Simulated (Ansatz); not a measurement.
Trigonal deformation path in Re

All numbers below come from Ansatz, DFT PBE, scalar-relativistic, plane waves, PAW. Cutoff 420 eV, Γ-centred 22×22×22 k-points, Gaussian smearing of 0.15 eV. Spin–orbit coupling is left out, which can shift energies with elements as heavy as these. No spin polarisation. Energies are free energies at this smearing, counted from the undisturbed cell; pressure is positive in compression.

Zero of the scan (as given, not relaxed at this level; it stands at -9.2 GPa; this fcc form isn't the usual structure):

```xyz
1
Lattice="0.0000 1.9750 1.9750 1.9750 0.0000 1.9750 1.9750 1.9750 0.0000" Properties=species:S:1:pos:R:3 pbc="T T T"
Re    0.0000    0.0000    0.0000
```

At fixed volume and fractional coordinates, lengths along (0.577, 0.577, 0.577) are scaled against those across it; ρ is that ratio over its starting value. The cell is metallic on the mesh throughout. At ρ = 0.500 the cell becomes cubic (Pm-3m), and there the slope of the energy vanishes by symmetry. At -9 GPa the given cell is far from its own equilibrium, so these figures belong to a strongly strained crystal.

```
    ρ  ΔE (meV/atom) pressure (GPa)
0.500         1483.9            34.7
0.600         1324.3            31.0
0.710          817.2            16.7
0.850          281.9            -0.7
1.000            0.0            -9.2
1.200          419.4             4.4
1.410         1413.2            39.5
2.000         5818.5           187.9
```